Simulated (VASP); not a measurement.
Wanted: an ASE script for a VASP 6.6.1 run.

- Task: single point
- Functional: RPBE
- Potentials or basis: VASP PAW PBE potentials, release 54 (Pt)
- Cutoff: 520 eV
- k mesh: 12 × 12 × 12
- Occupations: gaussian, width 0.02 eV
- Spin: no spin polarisation
- Further INCAR settings: ALGO = Normal; EDIFF = 1.00e-06

The structure of Pt lies in Pt.cif:

```cif
data_Pt
_cell_length_a 2.77313137
_cell_length_b 2.77313137
_cell_length_c 2.77313137
_cell_angle_alpha 60.00000000
_cell_angle_beta 60.00000000
_cell_angle_gamma 60.00000000
_space_group_name_H-M_alt 'P1'
_space_group_name_Hall 'P 1'
_space_group_IT_number 1
loop_
_space_group_symop_operation_xyz
'x,y,z'
loop_
_atom_site_label
_atom_site_type_symbol
_atom_site_symmetry_multiplicity
_atom_site_Wyckoff_symbol
_atom_site_fract_x
_atom_site_fract_y
_atom_site_fract_z
_atom_site_occupancy
Pt1 Pt 1 a 0.0000000000 0.0000000000 0.0000000000 1
```

These files were run (other wordings do the same):

run.py

```python
from ase.calculators.vasp import Vasp
from ase.dft.bandgap import bandgap
from ase.io import read

atoms = read('Pt.cif')
calc = Vasp(
    directory='calc',
    xc='rpbe',
    pp='PBE',
    setups='recommended',
    pp_version='54',
    prec='Accurate',
    encut=520,
    ediff=1e-06,
    ismear=0,
    sigma=0.02,
    lreal=False,
    lasph=True,
    nelm=80,
    algo='Normal',
    isif=2,
    lwave=False,
    lcharg=False,
    kpts=[12, 12, 12],
    gamma=True,
)
atoms.calc = calc

print('energy (eV):', atoms.get_potential_energy())
print('free energy (eV):', atoms.get_potential_energy(force_consistent=True))
print('forces (eV/A):')
print(atoms.get_forces())
print('stress (eV/A^3, Voigt):', atoms.get_stress())
print('Fermi level (eV):', calc.get_fermi_level())
gap, top, bottom = bandgap(calc)
print('band gap (eV):', gap, 'from (spin, k, band)', top, 'to', bottom)
```

Potentials or basis: VASP PAW PBE potentials, release 54 (Pt).

Command:

```sh
$ python run.py
```

It gave:

```yaml
Pressure: 13.9 GPa
Band_gap_on_the_k_mesh: none (metal or under the smearing width)
```

Caveat: the PAW data sets were made with another functional, which shifts forces and pressure a little.

It took 6 s on 1 thread of Intel(R) Xeon(R) 6975P-C (Granite Rapids), with other jobs on the host, peak memory 0.14 GiB.
